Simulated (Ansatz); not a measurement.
The system is KBr.

```
Br K
1.0
     0.00000    3.30000    3.30000
     3.30000    0.00000    3.30000
     3.30000    3.30000    0.00000
Br K
1 1
Direct
  0.50000 0.50000 0.50000
  0.00000 0.00000 0.00000
```

Base run:

| Item | Value |
| --- | --- |
| Program | Ansatz 0.2.0 |
| Functional | HSE06 form with a typed share of exact exchange |
| Potentials or basis | Ansatz PAW |
| Cutoff | 420 eV (not typed: the program's choice for these potentials) |
| k mesh | 4 × 4 × 4 |
| Occupations | fermi-dirac, width 0.05 eV |
| Spin | no spin polarisation |

Its results: band gap on the k mesh 5.87 eV, direct; pressure 0.4 GPa.

Question: After a change of settings the same cell gave: band gap on the k mesh 4.67 eV, direct; pressure 0.7 GPa. Which change was it?
A. share of exact exchange from 0.3 to 0.05
B. share of exact exchange from 0.3 to 0.25
C. share of exact exchange from 0.3 to 0.2
D. share of exact exchange from 0.3 to 0.1

Answer: A.

Caveats: the PAW data sets come from PBE, with cores solved anew for the run's functional, which leaves a small shift of forces and pressure; the thresholds are loose for stress.
